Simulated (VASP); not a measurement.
# AgCl (Pm-3m) in VASP: notebook

The runs below take AgCl through single point, with PBE.

All numbers are computed with VASP 6.6.1; they aren't measurements. Logs are shortened: lines on timing, memory, paths and dates and some standing lists are left out, and cuts for length are marked.

## Step 1: The cell of the first run

The structure is cubic, space group Pm-3m (No. 221). The conventional cell has a = 3.434 Å, b = 3.434 Å, c = 3.434 Å, α = 90.00°, β = 90.00°, γ = 90.00°. Ag (site symmetry m-3m) is surrounded by 8 Cl at 2.97 Å. Around Cl (site symmetry m-3m) lie 8 Ag at 2.97 Å.

Measurements of this composition are mostly on another form, of space group No. 225.

## Step 2: Single point, PBE (the database's cell and atoms)

Contents of INCAR:

```
SYSTEM = AgCl
PREC = Accurate ; ENCUT = 520
EDIFF = 1E-7 ; ISMEAR = 0
SIGMA = 0.02 ; LREAL = .FALSE.
LASPH = .TRUE. ; NELM = 100
ALGO = Normal ; ISIF = 2
LWAVE = .FALSE. ; LCHARG = .FALSE.
GGA = PE ; NBANDS = 16
```

Contents of KPOINTS:

```
Automatic mesh
0
G
  10 10 10
  0 0 0
```

Contents of POSCAR:

```
AgCl
1.0
    3.4339730000      0.0000000000      0.0000000000
    0.0000000000      3.4339730000      0.0000000000
    0.0000000000      0.0000000000      3.4339730000
Ag Cl
1 1
Direct
    0.0000000000      0.0000000000      0.0000000000
    0.5000000000      0.5000000000      0.5000000000
```

Potentials or basis: VASP PAW PBE potentials, release 64 (Ag, Cl).

Started as:

```sh
$ cat potpaw_PBE.64/Ag/POTCAR potpaw_PBE.64/Cl/POTCAR > POTCAR
$ mpirun -np 1 vasp_std > vasp.out
```

OUTCAR:

```text
SYSTEM = AgCl
   PREC = Accurate
   ENCUT = 520
   EDIFF = 1E-7
   ISMEAR = 0
   LREAL = .FALSE.
   LASPH = .TRUE.
   NELM = 100
   ISIF = 2
   GGA = PE

 ion  position               nearest neighbor table
   1  0.000  0.000  0.000-   2 2.97   2 2.97   2 2.97   2 2.97   2 2.97   2 2.97   2 2.97   2 2.97

   2  0.500  0.500  0.500-   1 2.97   1 2.97   1 2.97   1 2.97   1 2.97   1 2.97   1 2.97   1 2.97

  LATTYP: Found a simple cubic cell.
 ALAT       =     3.4339730000

  Lattice vectors:

 A1 = (   3.4339730000,   0.0000000000,   0.0000000000)
 A2 = (   0.0000000000,   3.4339730000,   0.0000000000)
 A3 = (   0.0000000000,   0.0000000000,   3.4339730000)

Analysis of symmetry for initial positions (statically):
=====================================================================
 Subroutine PRICEL returns:
 Original cell was already a primitive cell.

 Routine SETGRP: Setting up the symmetry group for a
 simple cubic supercell.

 Subroutine GETGRP returns: Found 48 space group operations
 (whereof 48 operations were pure point group operations)
 out of a pool of 48 trial point group operations.

The static configuration has the point symmetry O_h .

Analysis of symmetry for dynamics (positions and initial velocities):
=====================================================================
 Subroutine PRICEL returns:
 Original cell was already a primitive cell.

 Routine SETGRP: Setting up the symmetry group for a
 simple cubic supercell.

 Subroutine GETGRP returns: Found 48 space group operations
 (whereof 48 operations were pure point group operations)
 out of a pool of 48 trial point group operations.

The dynamic configuration has the point symmetry O_h .

 Subroutine INISYM returns: Found 48 space group operations
 (whereof 48 operations are pure point group operations),
 and found     1 'primitive' translations

----------------------------------------------------------------------------------------

                                     Primitive cell

  volume of cell :      40.4940

  direct lattice vectors                    reciprocal lattice vectors
     3.433973000  0.000000000  0.000000000     0.291207881  0.000000000  0.000000000
     0.000000000  3.433973000  0.000000000     0.000000000  0.291207881  0.000000000
     0.000000000  0.000000000  3.433973000     0.000000000  0.000000000  0.291207881

  length of vectors
     3.433973000  3.433973000  3.433973000     0.291207881  0.291207881  0.291207881

  position of ions in fractional coordinates (direct lattice)
     0.000000000  0.000000000  0.000000000
     0.500000000  0.500000000  0.500000000

  ion indices of the primitive-cell ions
   primitive index   ion index
                 1           1
                 2           2

----------------------------------------------------------------------------------------

 KPOINTS: Automatic mesh

Automatic generation of k-mesh.
 Grid dimensions read from file:
 generate k-points for:   10   10   10

 Generating k-lattice:

  Cartesian coordinates                     Fractional coordinates (reciprocal lattice)
     0.029120788  0.000000000  0.000000000     0.100000000  0.000000000  0.000000000
     0.000000000  0.029120788  0.000000000     0.000000000  0.100000000  0.000000000
     0.000000000  0.000000000  0.029120788     0.000000000  0.000000000  0.100000000

  Length of vectors
     0.029120788  0.029120788  0.029120788

  Shift w.r.t. Gamma in fractional coordinates (k-lattice)
     0.000000000  0.000000000  0.000000000

 Subroutine IBZKPT returns following result:
 ===========================================

 Found     56 irreducible k-points:

 Following reciprocal coordinates:
            Coordinates               Weight
  0.000000  0.000000  0.000000      1.000000
  0.100000  0.000000  0.000000      6.000000
  0.200000  0.000000  0.000000      6.000000
  0.300000  0.000000  0.000000      6.000000
  0.400000  0.000000  0.000000      6.000000
  0.500000  0.000000  0.000000      3.000000
[... 16 lines left out ...]
  0.200000  0.100000  0.100000     24.000000
  0.300000  0.100000  0.100000     24.000000
 [... further k-points ...]
   k-points           NKPTS =     56   k-points in BZ     NKDIM =     56   number of bands    NBANDS=     16
   number of dos      NEDOS =    301   number of ions     NIONS =      2
   total plane-waves  NPLWV =  21952
   dimension x,y,z NGX =    28 NGY =   28 NGZ =   28
   dimension x,y,z NGXF=    56 NGYF=   56 NGZF=   56
   ions per type =               1   1
   NGX,Y,Z   is equivalent  to a cutoff of  13.56, 13.56, 13.56 a.u.
   NGXF,Y,Z  is equivalent  to a cutoff of  27.11, 27.11, 27.11 a.u.
 SYSTEM =  AgCl
   PREC   = accura    normal or accurate (medium, high low for compatibility)
   ISTART =      0    job   : 0-new  1-cont  2-samecut
   ICHARG =      2    charge: 1-file 2-atom 10-const
   ISPIN  =      1    spin polarized calculation?
   LNONCOLLINEAR =      F non collinear calculations
   LSORBIT =      F    spin-orbit coupling
   LASPH  =      T    aspherical Exc in radial PAW
   ENCUT  =  520.0 eV  38.22 Ry    6.18 a.u.   6.38  6.38  6.38*2*pi/ulx,y,z
   NELM   =    100;   NELMIN=  2; NELMDL= -5     # of ELM steps
   EDIFF  = 0.1E-06   stopping-criterion for ELM
   LREAL  =      F    real-space projection
   EDIFFG = 0.1E-05   stopping-criterion for IOM
   NSW    =      0    number of steps for IOM
   IBRION =     -1    ionic relax: 0-MD 1-quasi-New 2-CG
   NFREE  =      0    steps in history (QN), initial steepest desc. (CG)
   ISIF   =      2    stress and relaxation
   ISYM   =      2    0-nonsym 1-usesym 2-fastsym
   POTIM  = 0.5000    time-step for ionic-motion
   TEBEG  =    0.0;   TEEND  =   0.0 temperature during run
   PSTRESS=    0.0 pullay stress
   NELECT =      18.0000    total number of electrons
   NUPDOWN=      -1.0000    fix difference up-down
   EMIN   =  10.00;   EMAX   =-10.00  energy-range for DOS
   EFERMI =   0.00;   METHOD = LEGACY
   ISMEAR =     0;   SIGMA  =   0.02  broadening in eV -4-tet -1-fermi 0-gaus
   EFERMI_NEDOS =   21; number of points for ismear=-14 and -15
   IALGO  =     38    algorithm
   IMIX   =      4    mixing-type and parameters
     AMIX     =   0.40;   BMIX     =  1.00
     AMIX_MAG =   1.60;   BMIX_MAG =  1.00
  volume/ion in A,a.u.               =      20.25       136.63
  Fermi-wavevector in a.u.,A,eV,Ry     =   1.249402  2.361027 21.238760  1.561005
  Thomas-Fermi vector in A             =   2.383444
   LORBIT       =      0    0 simple, 1 ext, 2 COOP (PROOUT), +10 PAW based schemes
   GGA     = PE    functional components
   LHFCALC =     F    Hartree Fock is set to
   AEXX    =    0.0000 exact exchange contribution
   IVDW    =     0    specifies the selected vdW correction
   LEPSILON=     F    determine dielectric tensor
   LRPA    =     F    only Hartree local field effects (RPA)
 non-spin polarized calculation
 Gauss-broadening in eV      SIGMA  =   0.02
  energy-cutoff  :      520.00
  volume of cell :       40.49
 maximum number of plane-waves:      1108
 NGX is ok and might be reduce to    28
   NGX = 13   NGY = 13   NGZ = 13

 number of electron      18.0000002 magnetization

 Free energy of the ion-electron system (eV)
  ---------------------------------------------------
  ext. energy  EPLUGINS =         0.00000000
  ---------------------------------------------------
  free energy    TOTEN  =        -5.12229151 eV

  energy without entropy =       -5.12229151  energy(sigma->0) =       -5.12229151

 E-fermi :   4.0483     XC(G=0): -10.3848

 val. band max:        3.8847401734   @ k =   0.5000   0.0000   0.0000
 cond. band min:       4.4589406588   @ k =   0.0000   0.0000   0.0000
 fundamental gap:      0.5742004854
 Fermi energy:         4.0482734559

 k-point     1 :       0.0000    0.0000    0.0000
  band No.  band energies     occupation
      1     -10.6841      2.00000
      2       1.1708      2.00000
      3       1.1708      2.00000
      4       2.1078      2.00000
      5       2.1078      2.00000
      6       2.1078      2.00000
[... 8 lines left out ...]
     15      17.5440      0.00000
     16      20.2783      0.00000

 k-point     2 :       0.1000    0.0000    0.0000
  band No.  band energies     occupation
      1     -10.6438      2.00000
      2       1.0585      2.00000
      3       1.1842      2.00000
      4       1.8270      2.00000
      5       1.8270      2.00000
      6       2.0387      2.00000
[... 8 lines left out ...]
     15      17.2593      0.00000
     16      20.2390      0.00000

 k-point     3 :       0.2000    0.0000    0.0000
  band No.  band energies     occupation
      1     -10.5347      2.00000
      2       0.4398      2.00000
      3       1.2199      2.00000
      4       1.5019      2.00000
      5       1.5019      2.00000
      6       1.9290      2.00000
[... 8 lines left out ...]
     15      17.2462      0.00000
     16      20.1369      0.00000

 k-point     4 :       0.3000    0.0000    0.0000
  band No.  band energies     occupation
      1     -10.3920      2.00000
      2      -0.3470      2.00000
      3       1.2501      2.00000
      4       1.2501      2.00000
      5       1.2645      2.00000
      6       2.1405      2.00000
[... 8 lines left out ...]
     15      18.3766      0.00000
     16      20.0123      0.00000

 k-point     5 :       0.4000    0.0000    0.0000
  band No.  band energies     occupation
      1     -10.2692      2.00000
      2      -0.9122      2.00000
      3       1.0918      2.00000
      4       1.0918      2.00000
      5       1.3012      2.00000
      6       2.1530      2.00000
[... 8 lines left out ...]
     15      19.8698      0.00000
     16      19.9128      0.00000

 k-point     6 :       0.5000    0.0000    0.0000
  band No.  band energies     occupation
      1     -10.2204      2.00000
      2      -1.1151      2.00000
      3       1.0379      2.00000
      4       1.0379      2.00000
      5       1.3154      2.00000
      6       2.1579      2.00000
[... 8 lines left out ...]
     15      19.6527      0.00000
     16      19.8751      0.00000

 k-point     7 :       0.1000    0.1000    0.0000
  band No.  band energies     occupation
      1     -10.6046      2.00000
      2       1.0659      2.00000
      3       1.0860      2.00000
      4       1.5166      2.00000
      5       1.7209      2.00000
      6       2.0806      2.00000
[... 8 lines left out ...]
     15      17.6819      0.00000
     16      19.7115      0.00000

 k-point     8 :       0.2000    0.1000    0.0000
  band No.  band energies     occupation
      1     -10.4984      2.00000
      2       0.4581      2.00000
      3       1.1106      2.00000
      4       1.4343      2.00000
      5       1.4930      2.00000
      6       2.0775      2.00000
[... 8 lines left out ...]
     15      17.7508      0.00000
     16      19.4746      0.00000

 k-point     9 :       0.3000    0.1000    0.0000
  band No.  band energies     occupation
      1     -10.3598      2.00000
      2      -0.2830      2.00000
      3       1.0936      2.00000
      4       1.2807      2.00000
      5       1.3705      2.00000
      6       2.0969      2.00000
[... 8 lines left out ...]
     15      18.5908      0.00000
     16      19.4717      0.00000
[... 172 lines left out ...]
 k-point    19 :       0.4000    0.4000    0.0000
  band No.  band energies     occupation
      1      -9.9843      2.00000
      2       0.0684      2.00000
      3       0.3957      2.00000
      4       1.4991      2.00000
      5       1.6470      2.00000
      6       1.8502      2.00000
[... 8 lines left out ...]
     15      17.7448      0.00000
     16      20.6792      0.00000

 k-point    20 :       0.5000    0.4000    0.0000
  band No.  band energies     occupation
      1      -9.9520      2.00000
      2       0.1006      2.00000
      3       0.4116      2.00000
      4       1.4752      2.00000
      5       1.7042      2.00000
      6       1.8532      2.00000
[... 8 lines left out ...]
     15      17.7594      0.00000
     16      20.1963      0.00000

 k-point    21 :       0.5000    0.5000    0.0000
  band No.  band energies     occupation
      1      -9.9216      2.00000
      2       0.3192      2.00000
      3       0.3192      2.00000
      4       1.4065      2.00000
      5       1.7957      2.00000
      6       1.8230      2.00000
[... 8 lines left out ...]
     15      17.6175      0.00000
     16      19.1446      0.00000

 k-point    22 :       0.1000    0.1000    0.1000
  band No.  band energies     occupation
      1     -10.5662      2.00000
      2       1.0880      2.00000
      3       1.0880      2.00000
      4       1.2118      2.00000
      5       1.8287      2.00000
      6       1.8287      2.00000
[... 8 lines left out ...]
     15      16.8208      0.00000
     16      20.5283      0.00000

 k-point    23 :       0.2000    0.1000    0.1000
  band No.  band energies     occupation
      1     -10.4627      2.00000
      2       0.4967      2.00000
      3       1.0769      2.00000
      4       1.2495      2.00000
      5       1.5596      2.00000
      6       1.9265      2.00000
[... 8 lines left out ...]
     15      17.2831      0.00000
     16      19.9196      0.00000

 k-point    24 :       0.3000    0.1000    0.1000
  band No.  band energies     occupation
      1     -10.3277      2.00000
      2      -0.2160      2.00000
      3       1.0115      2.00000
      4       1.2783      2.00000
      5       1.4225      2.00000
      6       2.0214      2.00000
[... 8 lines left out ...]
     15      18.2014      0.00000
     16      19.6922      0.00000

 [... further k-points ...]

------------------------ aborting loop because EDIFF is reached ----------------------------------------

  FORCE on cell =-STRESS in cart. coord.  units (eV):
  Direction    XX          YY          ZZ          XY          YZ          ZX
  --------------------------------------------------------------------------------------
  -------------------------------------------------------------------------------------
  Total       -0.0662225     -0.0662225     -0.0662225      0.0000000      0.0000000     -0.0000000
  in kB       -2.6201469     -2.6201469     -2.6201469      0.0000000      0.0000000     -0.0000000
  external PRESSURE =      -2.6201469 kB  Pullay stress =       0.0000000 kB

 VOLUME and BASIS-vectors are now :
 -----------------------------------------------------------------------------
  energy-cutoff  :      520.00
  volume of cell :       40.49
      direct lattice vectors                 reciprocal lattice vectors
     3.433973000  0.000000000  0.000000000     0.291207881  0.000000000  0.000000000
     0.000000000  3.433973000  0.000000000     0.000000000  0.291207881  0.000000000
     0.000000000  0.000000000  3.433973000     0.000000000  0.000000000  0.291207881

 POSITION                                       TOTAL-FORCE (eV/Angst)
 -----------------------------------------------------------------------------------
      0.00000      0.00000      0.00000         0.000000      0.000000      0.000000
      1.71699      1.71699      1.71699         0.000000      0.000000      0.000000
 -----------------------------------------------------------------------------------
    total drift:                               -0.000000      0.000000      0.000000

  FREE ENERGIE OF THE ION-ELECTRON SYSTEM (eV)
  ---------------------------------------------------
  free  energy   TOTEN  =        -5.1222915122 eV

  energy  without entropy=       -5.1222915122  energy(sigma->0) =       -5.12229151
```

Wall time 20 s (1 thread of Intel Xeon Platinum 8488C (Sapphire Rapids), shared host); peak memory 0.18 GiB.

Results:

```yaml
Free_energy: -5.1223 eV
Pressure: -0.3 GPa
Band_gap_on_the_k_mesh: 0.57 eV, indirect (least direct gap 2.08 eV)
```

Levels at points of the mesh, in eV from the valence-band top:
```
           k point  band 7  band 8  band 9  band 10  band 11  band 12
(0.00, 0.00, 0.00)   -1.50   -1.50   -1.50     0.57     9.44     9.44
(0.50, 0.00, 0.00)   -1.42    0.00    0.00     4.91     5.51     9.43
(0.50, 0.50, 0.00)   -2.06   -1.48   -0.88     2.81     8.93     8.93
(0.50, 0.50, 0.50)   -0.17   -0.17   -0.17     4.80     4.80     4.80
```

(Part 1 of 2 ends here.)
